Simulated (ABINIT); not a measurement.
# BeTe (Fm-3m) in ABINIT: reference runs

Aim: a first look at BeTe with PBE, on the cell as given.

Program: ABINIT 10.8.3 (patched build). These are calculated values, not measurements. Logs are shortened: lines on timing, memory, paths and dates and some standing lists are left out, and cuts for length are marked. The log counts tension as positive stress, the text compression.

### Step 1. Starting point

The structure is cubic, space group Fm-3m (No. 225). The conventional cell has a = 5.361 Å, b = 5.361 Å, c = 5.361 Å, α = 90.00°, β = 90.00°, γ = 90.00°. Around Be (site symmetry m-3m) lie 6 Te at 2.68 Å. Around Te (site symmetry m-3m) lie 6 Be at 2.68 Å.

The cell was built by a generator and needn't be a form met in nature.

### Step 2. Single point, PBE

The input, run.abi:

```
# Pseudopotentials
pp_dirpath "./"
pseudos "Be.GGA_PBE-JTH.xml, Te.GGA_PBE-JTH.xml"

# Structure
structure "poscar:POSCAR"
natom 2

# Plane-wave basis
ecut 19.0
pawecutdg 38.0
pawxcdev 0

# k points
kptopt 1
ngkpt 9 9 9
nshiftk 1
shiftk 0.0 0.0 0.0

# Exchange and correlation
ixc 11

# Bands and occupations
nband 9
occopt 3
tsmear 0.05 eV

# SCF cycle
nstep 100
tolvrs 1.0e-9

# Output
iomode 3
prtwf 0
prtden 0
prteig 0
prtebands 0
enunit 2
```

The input, POSCAR:

```
BeTe
1.0
    0.0000000000      2.6803100000      2.6803100000
    2.6803100000      0.0000000000      2.6803100000
    2.6803100000      2.6803100000      0.0000000000
Be Te
1 1
Direct
    0.5000000000      0.5000000000      0.5000000000  Be
    0.0000000000      0.0000000000      0.0000000000  Te
```

Potentials or basis: JTH PAW PBE v2.0.

On the command line:

```bash
> abinit run.abi > log 2>&1
```

run.abo:

```text
.Version 10.8.3 of ABINIT
 Symmetries : space group Fm -3 m (#225); Bravais cF (face-center cubic)
================================================================================
 Values of the parameters that define the memory need of the present run
     intxc =       0    ionmov =       0      iscf =      17    lmnmax =       8
     lnmax =       4     mgfft =      30  mpssoang =       2    mqgrid =    3001
     natom =       2  nloc_mem =       2    nspden =       1   nspinor =       1
    nsppol =       1      nsym =      48    n1xccc =       1    ntypat =       2
    occopt =       3   xclevel =       2
       mpw =        1037          nfft =       27000          nkpt =          35
 PAW method is used; the additional fine FFT grid is defined by:
   mgfftf=        40    nfftf =     64000
================================================================================
================================================================================

--------------------------------------------------------------------------------
------------- Echo of variables that govern the present computation ------------
--------------------------------------------------------------------------------
 -outvars: echo values of preprocessed input variables --------
            acell      1.0000000000E+00  1.0000000000E+00  1.0000000000E+00 Bohr
              amu      9.01218200E+00  1.27600000E+02
             ecut      1.90000000E+01 Hartree
           enunit           2
              ixc          11
         kptrlatt        9    0    0      0    9    0      0    0    9
          kptrlen      6.44675850E+01
            natom           2
            nband           9
            ngfft          30      30      30
          ngfftdg          40      40      40
             nkpt          35
            nstep         100
             nsym          48
           ntypat           2
           occopt           3
        pawecutdg      3.80000000E+01 Hartree
         pawxcdev           0
           prtden           0
        prtebands           0
           prteig           0
            prtwf           0
            rprim      0.0000000000E+00  5.0650518325E+00  5.0650518325E+00
                       5.0650518325E+00  0.0000000000E+00  5.0650518325E+00
                       5.0650518325E+00  5.0650518325E+00  0.0000000000E+00
          spgroup         225
           tolvrs      1.00000000E-09
           tsmear      1.83746611E-03 Hartree
            typat      1  2
           useylm           1
           xangst      2.6803100000E+00  2.6803100000E+00  2.6803100000E+00
                       0.0000000000E+00  0.0000000000E+00  0.0000000000E+00
            xcart      5.0650518325E+00  5.0650518325E+00  5.0650518325E+00
                       0.0000000000E+00  0.0000000000E+00  0.0000000000E+00
             xred      5.0000000000E-01  5.0000000000E-01  5.0000000000E-01
                       0.0000000000E+00  0.0000000000E+00  0.0000000000E+00
            znucl        4.00000   52.00000

================================================================================

 chkinp: Checking input parameters for consistency.

================================================================================
== DATASET  1 ==================================================================

--- !DatasetInfo
iteration_state: {dtset: 1, }
dimensions: {natom: 2, nkpt: 35, mband: 9, nsppol: 1, nspinor: 1, nspden: 1, mpw: 1037, }
cutoff_energies: {ecut:  19.0, pawecutdg:  38.0, }
electrons: {nelect:   1.00000000E+01, charge:   0.00000000E+00, occopt:   3.00000000E+00, tsmear:   1.83746611E-03, }
meta: {optdriver: 0, ionmov: 0, optcell: 0, iscf: 17, paral_kgb: 0, }
...

 Exchange-correlation functional for the present dataset will be:
  GGA: Perdew-Burke-Ernzerhof functional - ixc=11
  J.P.Perdew, K.Burke, M.Ernzerhof, PRL 77, 3865 (1996)

 Real(R)+Recip(G) space primitive vectors, cartesian coordinates (Bohr,Bohr^-1):
 R(1)=  0.0000000  5.0650518  5.0650518  G(1)= -0.0987157  0.0987157  0.0987157
 R(2)=  5.0650518  0.0000000  5.0650518  G(2)=  0.0987157 -0.0987157  0.0987157
 R(3)=  5.0650518  5.0650518  0.0000000  G(3)=  0.0987157  0.0987157 -0.0987157
 Unit cell volume ucvol=  2.5988528E+02 bohr^3
 Angles (23,13,12)=  6.00000000E+01  6.00000000E+01  6.00000000E+01 degrees

 Coarse grid specifications (used for wave-functions):

 getcut: wavevector=  0.0000  0.0000  0.0000  ngfft=  30  30  30
         ecut(hartree)=     19.000   => boxcut(ratio)=   2.13679

 Fine grid specifications (used for densities):

 getcut: wavevector=  0.0000  0.0000  0.0000  ngfft=  40  40  40
         ecut(hartree)=     38.000   => boxcut(ratio)=   2.01235

--- Pseudopotential description ------------------------------------------------
- pspini: atom type   1  psp file is ./Be.GGA_PBE-JTH.xml
 Pseudopotential format is: paw10
 basis_size (lnmax)=  4 (lmn_size=  8), orbitals=   0   0   1   1
 Spheres core radius: rc_sph= 1.60727588
 Shapefunction is SIN type: shapef(r)=[sin(pi*r/rshp)/(pi*r/rshp)]**2
 Radius for shape functions =  1.40108027
 Compensation charge density is not taken into account in XC energy/potential

- pspini: atom type   2  psp file is ./Te.GGA_PBE-JTH.xml
 Pseudopotential format is: paw10
 basis_size (lnmax)=  4 (lmn_size=  8), orbitals=   0   0   1   1
 Spheres core radius: rc_sph= 2.31107438
 Shapefunction is SIN type: shapef(r)=[sin(pi*r/rshp)/(pi*r/rshp)]**2
 Radius for shape functions =  2.10488624
 Compensation charge density is not taken into account in XC energy/potential

   1.14173192E+03                                ecore*ucvol(ha*bohr**3)
--------------------------------------------------------------------------------

[... 7 lines left out ...]

     iter   Etot(hartree)      deltaE(h)  residm     nres2
 ETOT  1  -22.966692602738    -2.297E+01 3.230E+00 3.847E-01
 ETOT  2  -23.079468685318    -1.128E-01 2.498E-02 1.136E-01
 ETOT  3  -23.079181828479     2.869E-04 5.645E-03 2.334E-02
 ETOT  4  -23.079179527816     2.301E-06 1.737E-03 6.416E-04
 ETOT  5  -23.079179397427     1.304E-07 1.375E-03 5.877E-05
 ETOT  6  -23.079179832122    -4.347E-07 5.767E-04 2.010E-06
 ETOT  7  -23.079179819617     1.250E-08 3.429E-04 1.833E-07
 ETOT  8  -23.079179819922    -3.053E-10 1.297E-04 2.291E-09
 ETOT  9  -23.079179819895     2.719E-11 6.922E-05 1.439E-10

 At SCF step    9       nres2   =  1.44E-10 < tolvrs=  1.00E-09 =>converged.

 Cartesian components of stress tensor (hartree/bohr^3)
  sigma(1 1)= -1.50513466E-06  sigma(3 2)=  0.00000000E+00
  sigma(2 2)= -1.50513466E-06  sigma(3 1)=  0.00000000E+00
  sigma(3 3)= -1.50513466E-06  sigma(2 1)=  0.00000000E+00

--- !ResultsGS
iteration_state: {dtset: 1, }
comment   : Summary of ground state results
lattice_vectors:
- [  0.0000000,   5.0650518,   5.0650518, ]
- [  5.0650518,   0.0000000,   5.0650518, ]
- [  5.0650518,   5.0650518,   0.0000000, ]
lattice_lengths: [   7.16306,    7.16306,    7.16306, ]
lattice_angles: [ 60.000,  60.000,  60.000, ] # degrees, (23, 13, 12)
lattice_volume:   2.5988528E+02
convergence: {deltae:  2.719E-11, res2:  1.439E-10, residm:  6.922E-05, diffor: null, }
etotal    :  -2.30791798E+01
entropy   :   0.00000000E+00
fermie    :  -1.55041200E-01
cartesian_stress_tensor: # hartree/bohr^3
- [ -1.50513466E-06,   0.00000000E+00,   0.00000000E+00, ]
- [  0.00000000E+00,  -1.50513466E-06,   0.00000000E+00, ]
- [  0.00000000E+00,   0.00000000E+00,  -1.50513466E-06, ]
pressure_GPa:   4.4283E-02
xred      :
- [  5.0000E-01,   5.0000E-01,   5.0000E-01, Be]
- [  0.0000E+00,   0.0000E+00,   0.0000E+00, Te]
cartesian_forces: # hartree/bohr
- [ -0.00000000E+00,  -0.00000000E+00,  -0.00000000E+00, ]
- [ -0.00000000E+00,  -0.00000000E+00,  -0.00000000E+00, ]
force_length_stats: {min:   0.00000000E+00, max:   0.00000000E+00, mean:   0.00000000E+00, }
...

 Integrated electronic density in atomic spheres:
 ------------------------------------------------
 Atom  Sphere_radius  Integrated_density
    1        1.60728          2.42369539
    2        2.31107          3.15505930

================================================================================

 ----iterations are completed or convergence reached----

 Mean square residual over all n,k,spin=   43.958E-08; max=  69.216E-06
 reduced coordinates (array xred) for    2 atoms
       0.500000000000      0.500000000000      0.500000000000
       0.000000000000      0.000000000000      0.000000000000
 rms dE/dt=  0.0000E+00; max dE/dt=  0.0000E+00; dE/dt below (all hartree)
    1       0.000000000000      0.000000000000      0.000000000000
    2       0.000000000000      0.000000000000      0.000000000000

 cartesian coordinates (angstrom) at end:
    1      2.68031000000000     2.68031000000000     2.68031000000000
    2      0.00000000000000     0.00000000000000     0.00000000000000

 cartesian forces (hartree/bohr) at end:
    1     -0.00000000000000    -0.00000000000000    -0.00000000000000
    2     -0.00000000000000    -0.00000000000000    -0.00000000000000
 frms,max,avg= 0.0000000E+00 0.0000000E+00   0.000E+00  0.000E+00  0.000E+00 h/b

 cartesian forces (eV/Angstrom) at end:
    1     -0.00000000000000    -0.00000000000000    -0.00000000000000
    2     -0.00000000000000    -0.00000000000000    -0.00000000000000
 frms,max,avg= 0.0000000E+00 0.0000000E+00   0.000E+00  0.000E+00  0.000E+00 e/A
 length scales=  1.000000000000  1.000000000000  1.000000000000 bohr
              =  0.529177210544  0.529177210544  0.529177210544 angstroms
 Fermi (or HOMO) energy (hartree) =  -0.15504   Average Vxc (hartree)=  -0.36962
 Eigenvalues (hartree) for nkpt=  35  k points:
 kpt#   1, nband=  9, wtk=  0.00137, kpt=  0.0000  0.0000  0.0000 (reduced coord)
  -3.89596   -0.64413   -0.16186   -0.16186   -0.16186   -0.04096    0.08717    0.08718
   0.08733
      occupation numbers for kpt#   1
   2.00000    2.00000    1.95223    1.95223    1.95223    0.00000    0.00000    0.00000
   0.00000
 prteigrs : prtvol=0 or 1, do not print more k-points.

 Fermi (or HOMO) energy (eV) =  -4.21889   Average Vxc (eV)= -10.05792
 Eigenvalues (   eV  ) for nkpt=  35  k points:
 kpt#   1, nband=  9, wtk=  0.00137, kpt=  0.0000  0.0000  0.0000 (reduced coord)
-106.01440  -17.52768   -4.40440   -4.40440   -4.40440   -1.11463    2.37205    2.37216
   2.37642
 prteigrs : prtvol=0 or 1, do not print more k-points.

--- !EnergyTerms
iteration_state     : {dtset: 1, }
comment             : Components of total free energy in Hartree
kinetic             :  4.33786515736037E+00
hartree             :  1.78460477664433E+00
xc                  : -4.89544267035726E+00
Ewald energy        : -1.43493105272563E+01
psp_core            :  4.39321505814418E+00
local_psp           : -6.32973109055215E+00
PAW spherical_terms : -8.02019616039196E+00
internal            : -2.30789954564088E+01
'-kT*entropy'       : -1.80910034844175E-04
total_energy        : -2.30791763664437E+01
total_energy_eV     : -6.28016382346415E+02
...

--- !EnergyTermsDC
iteration_state     : {dtset: 1, }
comment             : '"Double-counting" decomposition of free energy'
band_energy         : -1.05772201492130E+01
Ewald energy        : -1.43493105272563E+01
psp_core            :  4.39321505814418E+00
xc_dc               : -2.58941654493751E+00
PAW spherical_terms :  4.37332534024719E-02
internal            : -2.30789989098601E+01
'-kT*entropy'       : -1.80910034844175E-04
total_energy_dc     : -2.30791798198950E+01
total_energy_dc_eV  : -6.28016476319613E+02
...

--- !EnergyTermsWithPAWCore
iteration_state     : {dtset: 1, }
comment             : 'Components of total free energy, including PAW core contributions'
Total energy        : -6.80935485470619E+03
Total energy DC     : -6.80935485815964E+03
Total energy (eV)   : -1.85291985037356E+05
Total energy DC (eV): -1.85291985131329E+05
...

 Cartesian components of stress tensor (hartree/bohr^3)
  sigma(1 1)= -1.50513466E-06  sigma(3 2)=  0.00000000E+00
  sigma(2 2)= -1.50513466E-06  sigma(3 1)=  0.00000000E+00
  sigma(3 3)= -1.50513466E-06  sigma(2 1)=  0.00000000E+00

-Cartesian components of stress tensor (GPa)         [Pressure=  4.4283E-02 GPa]
- sigma(1 1)= -4.42825907E-02  sigma(3 2)=  0.00000000E+00
- sigma(2 2)= -4.42825907E-02  sigma(3 1)=  0.00000000E+00
- sigma(3 3)= -4.42825907E-02  sigma(2 1)=  0.00000000E+00

== END DATASET(S) ==============================================================
================================================================================

 -outvars: echo values of variables after computation  --------
            acell      1.0000000000E+00  1.0000000000E+00  1.0000000000E+00 Bohr
           etotal     -2.3079179820E+01
            fcart     -0.0000000000E+00 -0.0000000000E+00 -0.0000000000E+00
                      -0.0000000000E+00 -0.0000000000E+00 -0.0000000000E+00
            rprim      0.0000000000E+00  5.0650518325E+00  5.0650518325E+00
                       5.0650518325E+00  0.0000000000E+00  5.0650518325E+00
                       5.0650518325E+00  5.0650518325E+00  0.0000000000E+00
           strten     -1.5051346638E-06 -1.5051346638E-06 -1.5051346638E-06
                       0.0000000000E+00  0.0000000000E+00  0.0000000000E+00
           xangst      2.6803100000E+00  2.6803100000E+00  2.6803100000E+00
                       0.0000000000E+00  0.0000000000E+00  0.0000000000E+00
             xred      5.0000000000E-01  5.0000000000E-01  5.0000000000E-01
                       0.0000000000E+00  0.0000000000E+00  0.0000000000E+00
 Calculation completed.
```

It took 11 s on 1 thread of Arm Neoverse V1, shared host; peak memory 0.1 GiB.

What came out:

```
Free energy                                           : -628.0165 eV
Pressure                                              : 0.0 GPa
Band gap on the k mesh                                : none (metal or under the smearing width)
Valence electrons inside the program's atomic spheres : Be 2.42; Te 3.16
```

Levels at points of the mesh, in eV from the Fermi level:
| k point | band 2 | band 3 | band 4 | band 5 | band 6 | band 7 | band 8 | band 9 |
| --- | --- | --- | --- | --- | --- | --- | --- | --- |
| (0.00, 0.00, 0.00) | -13.31 | -0.19 | -0.19 | -0.19 | 3.10 | 6.59 | 6.59 | 6.60 |
